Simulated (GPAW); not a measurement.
Crystal: Li2O.

```
O Li
1.0
     0.00000    2.32685    2.32685
     2.32685    0.00000    2.32685
     2.32685    2.32685    0.00000
O Li
1 2
Direct
  0.00000 0.00000 0.00000
  0.25000 0.25000 0.25000
  0.75000 0.75000 0.75000
```

The cell comes from a database or a generator and needn't be the stable form of this composition.

Base run:

```yaml
Program: GPAW 26.7.0
Functional: r2SCAN
Potentials_or_basis: GPAW PAW data sets (gpaw-data 1.2.1)
Cutoff: 800 eV
Basis: pw
k_mesh: 10 × 10 × 10
Occupations: fermi-dirac, width 0.05 eV
Spin: no spin polarisation
```

Its results: band gap on the k mesh 5.65 eV, indirect (least direct gap 5.77 eV); pressure -1.8 GPa.

The run is repeated on the same cell with these changes: functional from r2SCAN to PBE. What comes out?

Band gap on the k mesh 4.93 eV, indirect (least direct gap 5.09 eV); pressure 1.1 GPa.

r2SCAN gives the wider gap, since meta-GGAs in the generalised Kohn-Sham scheme recover part of the derivative discontinuity.

Caveats: the PAW data sets were made with another functional, which shifts forces and pressure a little (some runs).
